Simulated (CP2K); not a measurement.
TiSi2:

```
Ti Si
1.0
     6.98595    0.00000    0.00000
    -6.09399    3.41567    0.00000
     0.00000    0.00000    3.56517
Ti Si
2 4
Direct
  0.10312 0.89688 0.25000
  0.89688 0.10312 0.75000
  0.75031 0.24969 0.25000
  0.24969 0.75031 0.75000
  0.44175 0.55825 0.25000
  0.55825 0.44175 0.75000
```

The cell comes from a database or a generator and needn't be the stable form of this composition.

Base run:

| Property | Result |
| --- | --- |
| Program | CP2K 2026.2 |
| Functional | PBE |
| Dispersion | D2 |
| Potentials or basis | POTENTIAL_UZH Ti GTH-PBE-q12, Si GTH-PBE-q4; DZVP-MOLOPT-PBE-GTH basis |
| Density cutoff | 6123 eV |
| k mesh | 8 × 8 × 8 |
| Occupations | fermi-dirac, width 0.05 eV |
| Spin | no spin polarisation |

Its results: band gap on the k mesh none (metal or under the smearing width); pressure -1.9 GPa; largest force 0.064 eV/Å.

Task: The run is repeated on the same cell with these changes: dispersion from D2 to D3. What comes out?

Result: Band gap on the k mesh none (metal or under the smearing width); pressure -3.6 GPa; largest force 0.186 eV/Å.

Caveats: the basis of atomic orbitals isn't converged, which shifts pressures, moduli and gaps; pairwise dispersion overbinds metals, which lowers pressure and volume.

Not every run made on this cell is shown here.
